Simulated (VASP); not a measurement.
# How a change of volume changes GaN (P6_3mc)

Strain engineering needs slopes: what does a change of volume do to the lattice and the band edges of GaN?

Method: LDA; plane waves and PAW (Ga_d, N), in the first sound run; inputs show where later runs differ, in VASP 6.6.1.

This is a report of a sequence of runs, with most program output left out.

### Step 1. The starting structure

It takes space group P6_3mc (No. 186, hexagonal). Conventional cell: a = 3.189 Å, b = 3.189 Å, c = 5.185 Å, α = 90.00°, β = 90.00°, γ = 120.00°. Nearest to Ga lie 4 N at 1.95 Å. N has 4 Ga at 1.95 Å nearest. Farther neighbours and most contacts between anions are not listed.

Coordinates:

```cif
data_structure
_symmetry_space_group_name_H-M 'P6_3mc'
_symmetry_Int_Tables_number 186
_cell_length_a 3.1890
_cell_length_b 3.1890
_cell_length_c 5.1850
_cell_angle_alpha 90.000
_cell_angle_beta 90.000
_cell_angle_gamma 120.000
_cell_volume 45.67
loop_
_atom_site_label
_atom_site_type_symbol
_atom_site_symmetry_multiplicity
_atom_site_Wyckoff_symbol
_atom_site_fract_x
_atom_site_fract_y
_atom_site_fract_z
_atom_site_occupancy
Ga1 Ga 2 b 0.33333 0.66667 0.00000 1
N1 N 2 b 0.33333 0.66667 0.37700 1
```

### Step 2. Relax the crystal, LDA

The series starts from the cell that this level prefers, so that zero strain is near zero stress.

This step took 2 runs in a row; the last is shown.

Level: LDA; plane waves and PAW (Ga_d, N).

The input, INCAR:

```
SYSTEM = GaN
PREC = Accurate
ENCUT = 600
EDIFF = 1E-07
NELM = 120
ISMEAR = 0
SIGMA = 0.02
LREAL = .FALSE.
ALGO = Normal
GGA = CA
NBANDS = 24
LASPH = .TRUE.
LORBIT = 11
LWAVE = .FALSE.
LCHARG = .FALSE.
KPAR = 16
IBRION = 2
NSW = 40
ISIF = 3
EDIFFG = -0.005
POTIM = 0.4
```

The input, POSCAR:

```
GaN
1.0
    3.1569863172      0.0000000000      0.0000000000
   -1.5784931586      2.7340303504      0.0000000000
    0.0000000000      0.0000000000      5.1462929250
Ga N
2 2
Direct
    0.3333333333      0.6666666667      0.0002840340
    0.6666666667      0.3333333333      0.5002840340
    0.3333333333      0.6666666667      0.3767159660
    0.6666666667      0.3333333333      0.8767159660
```

The input, KPOINTS:

```
Automatic mesh
0
Gamma
11 11 6
0 0 0
```

Potentials, in the order of the species: Ga_d and N (LDA family, release 64).

Started as:

```console
$ mpirun -np 16 vasp_std
```

Wall time 13 s (16 MPI ranks of Intel Xeon 6975P-C (Granite Rapids), shared host); peak memory 3.5 GiB.

Read from the output:

| Quantity | Value |
| --- | --- |
| energy(sigma→0) of the program | -27.9114 eV |
| stress, compression positive | xx, yy, zz 0.02, 0.02, 0.04 GPa |
| volume | 44.419 Å³ |
| ionic steps | 1 |

### Step 3. Relax at fixed volume, LDA

One member in full: the volume is scaled by 0.955, and shape and atoms relax at that volume.

Level: LDA; plane waves and PAW (Ga_d, N).

Edit INCAR of step 2 so:

```diff
@@ -15,7 +15,7 @@
 LCHARG = .FALSE.
-KPAR = 16
+KPAR = 4
 IBRION = 2
 NSW = 40
-ISIF = 3
-EDIFFG = -0.005
+ISIF = 4
+EDIFFG = -0.004
 POTIM = 0.4
```

The input, POSCAR:

```
GaN
1.0
    3.1089028915      0.0000000000      0.0000000000
   -1.5544514458      2.6923888822      0.0000000000
    0.0000000000      0.0000000000      5.0679107692
Ga N
2 2
Direct
    0.3333333333      0.6666666667      0.0002840340
    0.6666666667      0.3333333333      0.5002840340
    0.3333333333      0.6666666667      0.3767159660
    0.6666666667      0.3333333333      0.8767159660
```

KPOINTS is that of step 2.

Started as:

```console
$ mpirun -np 4 vasp_std
```

It took 43 s on 4 MPI ranks; peak memory 0.8 GiB; 1.9 min of CPU time.

Read from the output:

```
energy(sigma→0) of the program : -27.8471 eV
stress, compression positive   : xx, yy, zz 10.32, 10.32, 10.34 GPa
ionic steps                    : 4
```

### Step 4. Band edges, HSE06

Short lines in KPOINTS_OPT sample the zone centre, for masses, and the other valleys.

Level: HSE06; plane waves and PAW (Ga_d, N).

The input, INCAR:

```
SYSTEM = GaN
PREC = Accurate
ENCUT = 600
EDIFF = 1E-06
NELM = 100
ISMEAR = 0
SIGMA = 0.02
LREAL = .FALSE.
ALGO = Normal
LHFCALC = .TRUE.
AEXX = 0.25
GGA = PE
HFSCREEN = 0.2
LASPH = .TRUE.
NBANDS = 23
PRECFOCK = Fast
LWAVE = .FALSE.
LCHARG = .FALSE.
KPAR = 4
```

The input, POSCAR:

```
GaN
1.0
    3.1085540571      0.0000000000      0.0000000000
   -1.5542770286      2.6920867828      0.0000000000
    0.0000000000      0.0000000000      5.0690482502
Ga N
2 2
Direct
    0.3333333333      0.6666666667      0.0003965650
    0.6666666667      0.3333333333      0.5003965650
    0.3333333333      0.6666666667      0.3766034350
    0.6666666667      0.3333333333      0.8766034350
```

The input, KPOINTS:

```
Automatic mesh
0
Gamma
6 6 3
0 0 0
```

The input, KPOINTS_OPT:

```
Line mode
6
Line-mode
Reciprocal
  0.00000000   0.00000000   0.00000000
  0.00000000   0.00000000   0.04033820

  0.00000000   0.00000000   0.00000000
 -0.02473709   0.01236854   0.00000000

  0.50000000   0.00000000   0.00000000
  0.50000000   0.00000000   0.50000000

  0.33333333   0.33333333   0.00000000
  0.33333333   0.33333333   0.50000000
```

Started as:

```console
$ mpirun -np 4 vasp_std
```

Run time: 16 min. Hardware: 4 MPI ranks; peak memory 1.2 GiB.

Read from the output:

* energy(sigma→0) of the program: -29.4330 eV

### Step 5. The whole series

Hybrid runs start from orbitals of a short LDA run, not shown.

Runs beyond LDA use the data sets made with LDA; this shifts their levels slightly, and their total energies have another zero.

The other members went through these steps as far as the tables show, with the same cutoff and, step by step, the same mesh; 26 runs are not shown. The session took 10.0 core hours (wall time by ranks) on a shared machine.

| volume over the relaxed volume | volume (Å³/atom) | pressure (GPa) | energy above the unstrained row (meV/atom) | gap on the mesh, LDA (eV) |
| --- | --- | --- | --- | --- |
| 0.940 | 10.438 | 14.352 | 29.102 | 2.527 |
| 0.955 | 10.605 | 10.326 | 16.089 | 2.421 |
| 0.970 | 10.772 | 6.609 | 7.117 | 2.318 |
| 0.985 | 10.938 | 3.183 | 1.848 | 2.215 |
| 1 | 11.105 | 0.026 | 0.000 | 2.113 |
| 1.015 | 11.271 | -2.880 | 1.311 | 2.013 |
| 1.030 | 11.438 | -5.576 | 5.539 | 1.914 |
| 1.045 | 11.604 | -8.054 | 12.450 | 1.817 |
| 1.060 | 11.771 | -10.339 | 21.843 | 1.721 |

A cubic of the pressure in ln(V/V₀) through all rows has the slope −B at V₀: B = 202 GPa, and its curvature gives B′ = 4.4.

Band edges at HSE06, counted from the valence-band top at Γ, with one row partly withheld:

| volume over the relaxed volume | gap (eV) | conduction band at Γ (eV) | lowest conduction level on M–L (eV) | second valence level below the top (eV) | third valence level below the top (eV) |
| --- | --- | --- | --- | --- | --- |
| 0.940 | 3.892 | 3.892 | 5.724 | 0.000 | 0.059 |
| 0.955 | 3.771 | 3.771 | 5.671 | 0.000 | 0.055 |
| 0.970 | 3.652 | 3.652 | 5.620 | 0.000 | 0.050 |
| 0.985 | ? | ? | 5.567 | 0.000 | 0.047 |
| 1 | 3.416 | 3.416 | 5.514 | 0.000 | 0.044 |
| 1.015 | 3.300 | 3.300 | 5.460 | 0.000 | 0.043 |
| 1.030 | 3.186 | 3.186 | 5.407 | 0.000 | 0.040 |
| 1.045 | 3.074 | 3.074 | 5.353 | 0.000 | 0.038 |
| 1.060 | 2.963 | 2.963 | 5.300 | 0.000 | 0.036 |

Conduction masses, in electron masses:

| volume over the relaxed volume | conduction mass at Γ, along the strain axis or the normal of the plane | conduction mass at Γ, across the strain axis or in the plane |
| --- | --- | --- |
| 0.940 | 0.219 | 0.246 |
| 0.955 | 0.212 | 0.237 |
| 0.970 | 0.206 | 0.230 |
| 0.985 | 0.202 | 0.224 |
| 1 | 0.197 | 0.219 |
| 1.015 | 0.191 | 0.214 |
| 1.030 | 0.185 | 0.205 |
| 1.045 | 0.181 | 0.200 |
| 1.060 | 0.174 | 0.193 |

### Step 6. Fit and prediction

The quantity to fit is the conduction level at Γ above the mean of the three top valence levels at HSE06: 3.912, 3.789, 3.668, 3.431, 3.314, 3.199, 3.086, 2.975 eV in the rows shown.

A least-squares parabola through the 8 rows shown, with u the logarithm of the volume ratio: E = − 0.3846 u² − 7.803 u + 3.431 (eV), r.m.s. residual 1.9e-4 eV.

For the withheld row, u = -0.01511, the fit gives 3.5485 eV.

### Step 7. Prediction against calculation

The calculation gives 3.5487 eV, so the prediction is 0.0002 eV too low.

### Step 8. Summary of results

```yaml
bulk_modulus: 202 GPa
gap_of_the_unstrained_cell_hse06: 3.42 eV
de_d_ln_v_of_the_conduction_level_at_gamma_above_the_mean_of_the_three_top_valence_levels_hse06: -7.80 eV
error_of_the_predicted_row: -0.2 meV
```

What this shows: The slope of the energy gives 0.21 GPa at the relaxed volume where the pressure column has 0.03 GPa, a mark of the finite basis. At HSE06 the lowest conduction valley is Γ throughout, and the gap runs between 2.96 and 3.89 eV. Hole masses are left out throughout, since the top bands are degenerate or cross in many series; of conduction masses, those of the Γ, L and (for Si and Ge under (001) strain) Δ valleys are kept where they change by under an eighth between rows. A measured gap of unstrained GaN is 3.4 eV (arxiv:cond-mat/0412304, experimental optical band gap (direct, Gamma), temperature not given); the static gaps here belong to the lattice relaxed at LDA. HSE06 ran on a coarser mesh than the semilocal levels. Spin-orbit coupling is left out at HSE06, so the valence splittings there lack it. Temperature, zero-point motion and excitons are left out.

[Lines on the potential files, build, host, timing and source positions are cut from VASP's logs without a mark.]

[Logs are printed without paths, hosts, clocks, repeated set-up lines and the standing remarks that a program may print on its own settings, such as how far it seeks lower states.]

[Hosts, paths, dates, database ids (printed as entryN), source tags and the programs' standing remarks are cut or masked in the printed files.]

[In band tables of VASP the shares of atoms and orbitals are scaled to a sum of 1 inside the atoms' spheres.]
